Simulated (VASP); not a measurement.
## AgO: single point with PBEsol

The system is AgO.

```xyz
4
Lattice="2.3633 2.3633 0.0000 -2.3633 2.3633 0.0000 0.0000 0.0000 4.7266" Properties=species:S:1:pos:R:3 pbc="T T T"
Ag    0.0000    0.0000    0.0000
Ag    0.0000    2.3633    2.3633
O     1.1817    1.1817    1.1817
O    -1.1817    1.1817    3.5450
```

The cell isn't the ideal one: equal strain along all axes, cell held, atoms relaxed: -4.5 %.

- Program: VASP 6.6.1
- Task: single point
- Functional: PBEsol
- Potentials or basis: VASP PAW PBE potentials, release 64 (Ag, O)
- Cutoff: 520 eV
- k mesh: 12 × 12 × 8
- Occupations: gaussian, width 0.1 eV
- Spin: no spin polarisation
- Dipole correction: no
- Further INCAR settings: ALGO = Fast; EDIFF = 1e-07; NBANDS = 25

| Item | Value |
| --- | --- |
| Pressure | 21.0 GPa |
| Band gap on the k mesh | none (metal or under the smearing width) |

Levels at points of the mesh, in eV from the Fermi level:
| k point | band 15 | band 16 | band 17 | band 18 | band 19 | band 20 |
| --- | --- | --- | --- | --- | --- | --- |
| (0.00, 0.00, 0.00) | -1.57 | 0.09 | 0.99 | 0.99 | 0.99 | 6.09 |
| (0.50, 0.00, 0.00) | -1.25 | -1.25 | 0.16 | 0.16 | 5.27 | 5.27 |
| (0.50, 0.50, 0.00) | -1.57 | -1.57 | -1.57 | -1.57 | 6.09 | 6.09 |
| (0.00, 0.00, 0.50) | -0.07 | -0.07 | -0.07 | -0.07 | 2.91 | 2.91 |
| (0.50, 0.00, 0.50) | -0.06 | -0.06 | -0.06 | -0.06 | 5.51 | 5.51 |
| (0.50, 0.50, 0.50) | -2.42 | -2.42 | -0.68 | -0.68 | 7.80 | 7.80 |

Wall time 79 s on 1 thread of Intel(R) Xeon(R) 6975P-C (Granite Rapids) (shared host), peak memory 0.28 GiB.

Caveat: so large a pressure means that the cell lies far from this level's equilibrium, or that cutoff or potentials fall short; the potentials were made for another functional, which shifts forces and pressure.
